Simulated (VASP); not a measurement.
# Si3Ge (P1) in VASP: relaxation of cell and atoms with PBE

Aim: the relaxation of cell and atoms of Si3Ge with PBE.

All numbers are computed with VASP 6.6.1; they aren't measurements. Logs are shortened: lines on timing, memory, paths and dates and some standing lists are left out, and cuts for length are marked.

### 1 Starting point

The typed cell holds 8 atoms: a = 5.587 Å, b = 5.597 Å, c = 5.476 Å, α = 92.12°, β = 87.53°, γ = 90.25°.

The cell was built by a generator and needn't be a form met in nature.

### 2 Relaxation of cell and atoms, PBE

File INCAR:

```
ALGO = Fast ; EDIFF = 1E-5
EDIFFG = -0.03 ; ENCUT = 520
GGA = PE ; IBRION = 2
ISIF = 3 ; ISMEAR = 0
ISYM = 0 ; KPAR = 2
LASPH = T ; LCHARG = F
LREAL = Auto ; LWAVE = F
NELM = 80 ; NSW = 110
PREC = Normal ; SIGMA = 0.15
```

File KPOINTS:

```
k-points
0
Gamma
  4 4 4
```

File POSCAR:

```
Si3Ge
1.0
    3.9573773700      2.1783835500      3.2869943700
   -3.9650220400      2.3635798900      3.1653154600
    0.1565624200     -4.4621480000      3.1696759800
Si Ge
6 2
Direct
    0.6204943300      0.1012490400      0.6185354300
    0.3626769200      0.3644167900      0.8745775300
    0.8630652600      0.3732470600      0.3799176800
    0.3818110800      0.8873433100      0.3781482700
    0.1282547500      0.6143233400      0.6073299700
    0.6090187000      0.6285786700      0.1163138000
    0.8512994100      0.8884809200      0.9000346100
    0.1300743800      0.1630324600      0.1351605200
```

Potentials or basis: VASP PAW PBE potentials, release 64 (Si, Ge_d).

Launch:

```
> cat potpaw_PBE.64/Si/POTCAR potpaw_PBE.64/Ge_d/POTCAR > POTCAR
> mpirun -np 2 vasp_std > vasp.out
```

OUTCAR:

```text
EDIFF = 1E-5
   EDIFFG = -0.03
   ENCUT = 520
   GGA = PE
   IBRION = 2
   ISIF = 3
   ISMEAR = 0
   ISYM = 0
   LASPH = T
   LREAL = Auto
   NELM = 80
   NSW = 110
   PREC = Normal

 ion  position               nearest neighbor table
   1  0.620  0.101  0.619-   4 2.23   7 2.40   3 2.42   2 2.43
   2  0.363  0.364  0.875-   8 2.22   6 2.41   1 2.43   5 2.48
   3  0.863  0.373  0.380-   8 2.27   5 2.36   1 2.42   6 2.55
   4  0.382  0.887  0.378-   1 2.23   6 2.34   5 2.43   8 2.54
   5  0.128  0.614  0.607-   3 2.36   4 2.43   2 2.48   7 2.63
   6  0.609  0.629  0.116-   7 2.31   4 2.34   2 2.41   3 2.55
   7  0.851  0.888  0.900-   6 2.31   1 2.40   8 2.54   5 2.63
   8  0.130  0.163  0.135-   2 2.22   3 2.27   7 2.54   4 2.54

IMPORTANT INFORMATION: All symmetrisations will be switched off!
NOSYMM: (Re-)initialisation of all symmetry stuff for point group C_1.

----------------------------------------------------------------------------------------

                                     Primitive cell

  volume of cell :     170.9382

  direct lattice vectors                    reciprocal lattice vectors
     3.957377370  2.178383550  3.286994370     0.126454416  0.076421804  0.101337611
    -3.965022040  2.363579890  3.165315460    -0.126196644  0.070370375  0.105298043
     0.156562420 -4.462148000  3.169675980    -0.005111805 -0.149523951  0.105248083

  length of vectors
     5.586637855  5.597064555  5.475593336     0.179165629  0.178788312  0.182922665

  position of ions in fractional coordinates (direct lattice)
     0.620494330  0.101249040  0.618535430
     0.362676920  0.364416790  0.874577530
     0.863065260  0.373247060  0.379917680
     0.381811080  0.887343310  0.378148270
     0.128254750  0.614323340  0.607329970
     0.609018700  0.628578670  0.116313800
     0.851299410  0.888480920  0.900034610
     0.130074380  0.163032460  0.135160520

  ion indices of the primitive-cell ions
   primitive index   ion index
                 1           1
                 2           2
                 3           3
                 4           4
                 5           5
                 6           6
                 7           7
                 8           8

----------------------------------------------------------------------------------------

 KPOINTS: k-points

Automatic generation of k-mesh.
 Grid dimensions read from file:
 generate k-points for:    4    4    4

 Generating k-lattice:

  Cartesian coordinates                     Fractional coordinates (reciprocal lattice)
     0.031613604  0.019105451  0.025334403     0.250000000  0.000000000 -0.000000000
    -0.031549161  0.017592594  0.026324511     0.000000000  0.250000000 -0.000000000
    -0.001277951 -0.037380988  0.026312021     0.000000000 -0.000000000  0.250000000

  Length of vectors
     0.044791407  0.044697078  0.045730666

  Shift w.r.t. Gamma in fractional coordinates (k-lattice)
     0.000000000  0.000000000  0.000000000

 Subroutine IBZKPT returns following result:
 ===========================================

 Found     36 irreducible k-points:

 Following reciprocal coordinates:
            Coordinates               Weight
  0.000000  0.000000  0.000000      1.000000
  0.250000  0.000000  0.000000      2.000000
  0.500000  0.000000  0.000000      1.000000
  0.000000  0.250000 -0.000000      2.000000
  0.250000  0.250000 -0.000000      2.000000
  0.500000  0.250000 -0.000000      2.000000
[... 16 lines left out ...]
  0.000000 -0.250000  0.250000      2.000000
  0.250000 -0.250000  0.250000      2.000000
 [... further k-points ...]
   k-points           NKPTS =     36   k-points in BZ     NKDIM =     36   number of bands    NBANDS=     31
   number of dos      NEDOS =    301   number of ions     NIONS =      8
   total plane-waves  NPLWV =  32768
   dimension x,y,z NGX =    32 NGY =   32 NGZ =   32
   dimension x,y,z NGXF=    64 NGYF=   64 NGZF=   64
   ions per type =               6   2
   NGX,Y,Z   is equivalent  to a cutoff of   9.52,  9.50,  9.72 a.u.
   NGXF,Y,Z  is equivalent  to a cutoff of  19.04, 19.01, 19.43 a.u.
 SYSTEM =  unknown system
   PREC   = normal    normal or accurate (medium, high low for compatibility)
   ISTART =      0    job   : 0-new  1-cont  2-samecut
   ICHARG =      2    charge: 1-file 2-atom 10-const
   ISPIN  =      1    spin polarized calculation?
   LNONCOLLINEAR =      F non collinear calculations
   LSORBIT =      F    spin-orbit coupling
   LASPH  =      T    aspherical Exc in radial PAW
   ENCUT  =  520.0 eV  38.22 Ry    6.18 a.u.  10.39 10.41 10.18*2*pi/ulx,y,z
   NELM   =     80;   NELMIN=  2; NELMDL= -5     # of ELM steps
   EDIFF  = 0.1E-04   stopping-criterion for ELM
   LREAL  =      T    real-space projection
   EDIFFG = -.3E-01   stopping-criterion for IOM
   NSW    =    110    number of steps for IOM
   IBRION =      2    ionic relax: 0-MD 1-quasi-New 2-CG
   NFREE  =      1    steps in history (QN), initial steepest desc. (CG)
   ISIF   =      3    stress and relaxation
   ISYM   =      0    0-nonsym 1-usesym 2-fastsym
   POTIM  = 0.5000    time-step for ionic-motion
   TEBEG  =    0.0;   TEEND  =   0.0 temperature during run
   PSTRESS=    0.0 pullay stress
   NELECT =      52.0000    total number of electrons
   NUPDOWN=      -1.0000    fix difference up-down
   EMIN   =  10.00;   EMAX   =-10.00  energy-range for DOS
   EFERMI =   0.00;   METHOD = LEGACY
   ISMEAR =     0;   SIGMA  =   0.15  broadening in eV -4-tet -1-fermi 0-gaus
   EFERMI_NEDOS =   21; number of points for ismear=-14 and -15
   IALGO  =     68    algorithm
   IMIX   =      4    mixing-type and parameters
     AMIX     =   0.40;   BMIX     =  1.00
     AMIX_MAG =   1.60;   BMIX_MAG =  1.00
  volume/ion in A,a.u.               =      21.37       144.19
  Fermi-wavevector in a.u.,A,eV,Ry     =   1.101023  2.080631 16.493674  1.212251
  Thomas-Fermi vector in A             =   2.237443
   LORBIT       =      0    0 simple, 1 ext, 2 COOP (PROOUT), +10 PAW based schemes
   GGA     = PE    functional components
   LHFCALC =     F    Hartree Fock is set to
   AEXX    =    0.0000 exact exchange contribution
   IVDW    =     0    specifies the selected vdW correction
   LEPSILON=     F    determine dielectric tensor
   LRPA    =     F    only Hartree local field effects (RPA)
 conjugate gradient relaxation of ions
 non-spin polarized calculation
 RMM-DIIS sequential band-by-band and
 Gauss-broadening in eV      SIGMA  =   0.15
  energy-cutoff  :      520.00
  volume of cell :      170.94
 maximum number of plane-waves:      4620
   NGX = 21   NGY = 21   NGZ = 21

--------------------------------------- Ionic step        1  -------------------------------------------

 number of electron      51.9999971 magnetization

 Free energy of the ion-electron system (eV)
  ---------------------------------------------------
  ext. energy  EPLUGINS =         0.00000000
  ---------------------------------------------------
  free energy    TOTEN  =       -40.44942991 eV

  energy without entropy =      -40.44723201  energy(sigma->0) =      -40.44833096

------------------------ aborting loop because EDIFF is reached ----------------------------------------

  FORCE on cell =-STRESS in cart. coord.  units (eV):
  Direction    XX          YY          ZZ          XY          YZ          ZX
  --------------------------------------------------------------------------------------
  -------------------------------------------------------------------------------------
  Total       -3.0145509      3.9535207      1.0185393      4.1177899      0.6624682     -2.0400604
  in kB      -28.2549221     37.0557415      9.5466124     38.5954112      6.2092129    -19.1211722
  external PRESSURE =       6.1158106 kB  Pullay stress =       0.0000000 kB
[... 107 lines left out ...]
  FREE ENERGIE OF THE ION-ELECTRON SYSTEM (eV)
  ---------------------------------------------------
  free  energy   TOTEN  =       -41.2488078089 eV

  energy  without entropy=      -41.2460366706  energy(sigma->0) =      -41.24742224

[... ionic steps 4 to 15 ...]

--------------------------------------- Ionic step       16  -------------------------------------------

 number of electron      51.9999988 magnetization

------------------------ aborting loop because EDIFF is reached ----------------------------------------

  FORCE on cell =-STRESS in cart. coord.  units (eV):
  Direction    XX          YY          ZZ          XY          YZ          ZX
  --------------------------------------------------------------------------------------
  -------------------------------------------------------------------------------------
  Total       -0.0777436     -0.1017416      0.0194083     -0.1122864      0.0412036      0.1133841
  in kB       -0.7342288     -0.9608710      0.1832966     -1.0604585      0.3891359      1.0708253
  external PRESSURE =      -0.5039344 kB  Pullay stress =       0.0000000 kB
[... 69 lines left out ...]
  energy  without entropy=      -41.4619513725  energy(sigma->0) =      -41.46224162

--------------------------------------- Ionic step       18  -------------------------------------------

 number of electron      51.9999991 magnetization

 Free energy of the ion-electron system (eV)
  ---------------------------------------------------
  ext. energy  EPLUGINS =         0.00000000
  ---------------------------------------------------
  free energy    TOTEN  =       -41.46284767 eV

  energy without entropy =      -41.46226437  energy(sigma->0) =      -41.46255602

 E-fermi :   5.5788     XC(G=0):  -9.4514

 val. band max:        5.3475209156   @ k =   0.0000   0.0000   0.0000
 cond. band min:       5.7846139103   @ k =   0.0000   0.0000   0.0000
 fundamental gap:      0.4370929947
 Fermi energy:         5.5787604891

 k-point     1 :       0.0000    0.0000    0.0000
  band No.  band energies     occupation
      1     -18.9763      2.00000
      2     -18.8924      2.00000
      3     -18.8922      2.00000
      4     -18.8530      2.00000
      5     -18.8527      2.00000
      6     -18.8373      2.00000
[... 805 lines left out ...]
     30       6.9925      0.00000
     31       8.8527      0.00000

 [... further k-points ...]

------------------------ aborting loop because EDIFF is reached ----------------------------------------

  FORCE on cell =-STRESS in cart. coord.  units (eV):
  Direction    XX          YY          ZZ          XY          YZ          ZX
  --------------------------------------------------------------------------------------
  -------------------------------------------------------------------------------------
  Total       -0.1262345     -0.1079598     -0.1178594      0.0146419      0.0140838      0.0078815
  in kB       -1.1929761     -1.0202713     -1.1138277      0.1383729      0.1330990      0.0744838
  external PRESSURE =      -1.1090250 kB  Pullay stress =       0.0000000 kB
[... 23 lines left out ...]
  FREE ENERGIE OF THE ION-ELECTRON SYSTEM (eV)
  ---------------------------------------------------
  free  energy   TOTEN  =       -41.4628476691 eV

  energy  without entropy=      -41.4622643713  energy(sigma->0) =      -41.46255602

 reached required accuracy - stopping structural energy minimisation
```

Wall time 2.6 min (2 MPI ranks of Intel Xeon 6975P-C (Granite Rapids), shared host); peak memory 0.26 GiB.

Results:

```yaml
Free_energy: -41.4628 eV
Relaxed_volume: 21.19 Å³/atom
Relaxed_cell: a = 5.534 Å, b = 5.535 Å, c = 5.534 Å, α = 90.03°, β = 90.02°, γ = 90.03°
Space_group_after_relaxing_to_0.05_Å: R-3m (No. 166)
Energy_gained_by_relaxing: 126.7 meV/atom
Ionic_steps: 18
Pressure_after_relaxing: -0.1 GPa
Largest_force_after_relaxing: 0.026 eV/Å
Band_gap_on_the_k_mesh: 0.44 eV, direct
```

Forces on the atoms (eV/Å):
```
Si   0.016 -0.010  0.003
Si  -0.024  0.002  0.004
Si   0.014  0.018  0.012
Si  -0.002 -0.004  0.003
Si   0.005  0.005 -0.002
Si  -0.010 -0.004  0.000
Ge  -0.007 -0.004 -0.004
Ge   0.007 -0.004 -0.015
```

Step by step:
| step | energy change (eV) | largest force (eV/Å) | pressure (GPa) | volume (Å³) |
| --- | --- | --- | --- | --- |
| 1 | 0.0000 | 2.7822 | 0.61 | 170.94 |
| 2 | -0.7639 | 1.3250 | -1.41 | 172.75 |
| 3 | -0.7994 | 1.3403 | -1.43 | 172.45 |
| 4 | -0.9657 | 0.4434 | 0.35 | 168.14 |
| 5 | -0.9657 | 0.4393 | 0.47 | 168.17 |
| 6 | -0.9872 | 0.2081 | -0.08 | 169.18 |
| 7 | -0.9882 | 0.2141 | -0.22 | 169.45 |
| 8 | -0.9944 | 0.1711 | 0.00 | 168.95 |
| 9 | -0.9960 | 0.2645 | 0.43 | 168.18 |
| 10 | -0.9966 | 0.2381 | 0.25 | 168.43 |
| 11 | -1.0013 | 0.1530 | 0.30 | 168.63 |
| 12 | -1.0052 | 0.1358 | 0.39 | 168.89 |
| 13 | -1.0045 | 0.2805 | 0.42 | 169.43 |
| 14 | -1.0063 | 0.1982 | 0.01 | 169.15 |
| 15 | -1.0100 | 0.1528 | 0.05 | 169.38 |
| 16 | -1.0117 | 0.1116 | -0.05 | 169.65 |
| 17 | -1.0131 | 0.0494 | -0.17 | 169.57 |
| 18 | -1.0134 | 0.0260 | -0.11 | 169.53 |

Final structure:
```
Si Ge
1.0
     3.91501    2.25910    3.19358
    -3.91492    2.26138    3.19378
    -0.00004   -4.51903    3.19423
Si Ge
6 2
Cartesian
  1.8980 -1.1347 4.3713
  -0.0389 -2.2413 5.1908
  1.8981 1.0983 5.1836
  -1.9675 1.1004 5.1882
  -1.9741 -1.1312 4.3677
  -0.0350 2.2203 4.3733
  -0.0358 -0.0131 8.3518
  -0.0342 -0.0119 1.2275
```
